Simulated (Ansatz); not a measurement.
The system is BAs.

```
B As
1.0
     2.12755    0.00000    0.00000
     0.00000    3.17406    0.00000
     0.00000    0.00000    4.95098
B As
1 1
Cartesian
  0.0000 1.5870 0.0000
  1.0638 1.5870 2.4755
```

The cell was built by a generator and needn't be a form met in nature.

- Program: Ansatz 0.2.0
- Task: relaxation of cell and atoms
- Functional: revPBE
- Dispersion: D4
- Potentials or basis: Ansatz PAW
- Cutoff: 420 eV (not typed: the program's choice for these potentials)
- k mesh: 12 × 8 × 6
- Occupations: fermi-dirac, width 0.05 eV
- Spin: no spin polarisation

At the start: volume 16.72 Å³/atom.

Q: How do energy, volume and symmetry change on relaxing?

A: It ends after 21 steps and the volume is 13.96 Å³/atom (-16.5 %); space group Pmmm (No. 47, to 0.05 Å).

The path:
```csv
step,energy change (eV),largest force (eV/Å),volume (Å³)
1,0.0000,0.0000,33.43
2,-0.4390,0.0000,31.71
3,-0.8330,0.0000,30.46
4,-1.1034,0.0000,29.42
5,-1.4090,0.0000,27.83
6,-1.5956,0.0000,26.75
7,-1.6067,0.0000,27.14
8,-1.6106,0.0000,27.20
9,-1.6127,0.0000,27.35
10,-1.6157,0.0000,27.50
11,-1.6209,0.0000,27.66
12,-1.6232,0.0000,27.71
13,-1.6234,0.0000,27.67
14,-1.6234,0.0000,27.66
15,-1.6234,0.0000,27.66
16,-1.6501,0.0000,27.66
17,-1.6536,0.0000,27.82
18,-1.6543,0.0000,27.92
19,-1.6543,0.0000,27.91
20,-1.6543,0.0000,27.91
21,-1.6545,0.0000,27.91
```

Final structure:
```
CELL_PARAMETERS angstrom
2.72252 0.00000 0.00000
0.00000 2.40326 0.00000
0.00000 0.00000 4.26633
ATOMIC_POSITIONS crystal
B 0.00000 0.50000 0.00000
As 0.50000 0.50000 0.50000
```

Caveat: the volume moved by over 15 % at a fixed basis, so the end points are rough; the plane-wave basis is chosen anew once the cell has moved, so the energies of steps on either side of that aren't comparable; the PAW data sets come from PBE, with cores solved anew for the run's functional, which leaves a small shift of forces and pressure.
